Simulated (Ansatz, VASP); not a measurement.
# PtS2 in VASP and in Ansatz

```
CELL_PARAMETERS angstrom
3.54320 0.00000 0.00000
-1.77160 3.06850 0.00000
0.00000 0.00000 5.03880
ATOMIC_POSITIONS crystal
Pt 0.00000 0.00000 0.00000
S 0.66667 0.33333 0.77300
S 0.33333 0.66667 0.22700
```

Alike in both runs: functional PBE; k mesh 9 × 9 × 5; occupations fermi-dirac, width 0.05 eV; non-collinear spin, spin-orbit coupling.

|  | VASP | Ansatz |
| --- | --- | --- |
| version | VASP 6.6.1 | Ansatz 0.2.0 |
| potentials or method | VASP PAW PBE potentials, release 64 (Pt, S) | Ansatz PAW |
| plane-wave cutoff (eV) | 520 | 420 |
| valence electrons in the cell | 22 | 30 |
| task | single point | band structure |

VASP gave:

```
gap on the k mesh at the Fermi level (eV)       : 0.99
least direct gap on the mesh (eV)               : 1.10
pressure (GPa)                                  : 11.2
largest component of the traceless stress (GPa) : 0.88
rms of the force components (eV/Å)              : 0.587
net moment per atom (μB)                        : 0.00
```

Q: What did Ansatz give for the same quantities?

A: gap on the k mesh at the Fermi level (eV): 0.99; least direct gap on the mesh (eV): 1.10; pressure (GPa): 11.6; largest component of the traceless stress (GPa): 1.01; rms of the force components (eV/Å): 0.599; net moment per atom (μB): 0.00.

Atom by atom the forces differ by 0.013 eV/Å (rms over components). The two sets of potentials don't hold the same shells in valence.

Caveats: forces of over 1 eV/Å show positions far from the minimum, so gaps and moduli don't describe the material at rest.
